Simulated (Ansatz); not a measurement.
**ZnS under changes of volume**

One of the cells (19.727 Å³/atom); the others are scaled copies at fixed shape and fractional positions:

```xyz
2
Lattice="0.0000 2.7020 2.7020 2.7020 0.0000 2.7020 2.7020 2.7020 0.0000" Properties=species:S:1:pos:R:3 pbc="T T T"
Zn    4.0530    4.0530    4.0530
S     0.0000    0.0000    0.0000
```

| Quantity | Value |
| --- | --- |
| Program | Ansatz 0.2.0 |
| Functional | BLYP |
| Potentials or basis | Ansatz PAW |
| Cutoff | 420 eV (not typed: the program's choice for these potentials) |
| k mesh | 9 × 9 × 9 |
| Occupations | fermi-dirac, width 0.05 eV |
| Spin | no spin polarisation |

```tsv
volume (Å³/atom)	energy over the lowest point (meV/atom)	pressure (GPa)	gap on the mesh (eV)
18.543	83.83	11.3	2.38
18.938	58.71	9.1	2.28
19.332	38.67	7.2	2.19
19.727	23.20	5.4	2.09
20.121	11.87	3.8	2.00
20.516	?	?	?
20.910	0.00	1.1	1.83
```

Task: What does the run at 20.516 Å³/atom give?

Result: Energy over the lowest point 4.25 meV/atom; pressure 2.4 GPa; gap on the mesh 1.91 eV.

Worked out: A Birch-Murnaghan fit of order 3 (a polynomial in V^(-2/3)) to the other rows has its minimum at 21.27 Å³/atom, just outside them, with B0 = V·E''(V) = 61 GPa and B' = 4.4. It gives 4.24 meV/atom at 20.516 Å³/atom, against the run's 4.25, and -dE/dV = 2.4 GPa, against 2.4. A straight line through the other rows of the gap, of slope -4.59 eV per unit of ln V (its deformation potential), gives 1.91 eV, against the run's 1.91.

Energies are extrapolated to zero smearing.

Caveats: odd divisions of the mesh miss points on the zone boundary, where band edges often lie, so the gap on the mesh can be too wide; the PAW data sets come from PBE, with cores solved anew for the run's functional, which leaves a small shift of forces and pressure.
